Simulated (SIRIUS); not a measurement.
**WS2 under changes of volume**

One of the cells (49.592 Å³/atom); the others are scaled copies at fixed shape and fractional positions:

```
CELL_PARAMETERS angstrom
3.18352 0.00000 0.00000
-1.59176 2.75701 0.00000
0.00000 0.00000 16.95058
ATOMIC_POSITIONS crystal
W 0.00000 0.00000 0.00000
S 0.33333 0.66667 0.09200
S 0.33333 0.66667 0.90800
```

| Property | Result |
| --- | --- |
| Program | SIRIUS 7.12.0 |
| Functional | PBEsol |
| Potentials or basis | PseudoDojo 0.4.1 PBEsol standard (scalar relativistic) |
| Cutoff | 1030 eV |
| Density cutoff | 4119 eV |
| k mesh | 10 × 10 × 2 |
| Occupations | fermi-dirac, width 0.05 eV |
| Spin | no spin polarisation |

```tsv
volume (Å³/atom)	energy over the lowest point (meV/atom)	gap on the mesh (eV)	largest force (eV/Å)
46.616	18.07	2.17	1.078
47.608	4.71	2.10	0.645
48.600	0.00	2.04	0.245
49.592	?	?	?
50.583	13.03	1.93	0.465
51.575	29.25	1.87	0.781
52.567	51.06	1.82	1.074
```

Q: What does the run at 49.592 Å³/atom give?

A: Energy over the lowest point 3.04 meV/atom; gap on the mesh 1.98 eV; largest force 0.124 eV/Å.

Worked out: A Birch-Murnaghan fit of order 3 (a polynomial in V^(-2/3)) to the other rows has its minimum at 48.69 Å³/atom with B0 = V·E''(V) = 61 GPa and B' = 4.4 at fixed shape and positions, which overstates the stiffness. It gives 3.05 meV/atom at 49.592 Å³/atom, against the run's 3.04. A straight line through the other rows of the gap, of slope -2.89 eV per unit of ln V, gives 1.99 eV, against the run's 1.98.

Energies are extrapolated to zero smearing.

Caveats: spin-orbit coupling is left out, which moves the levels of the heavy elements.

A mesh can miss the band edges.
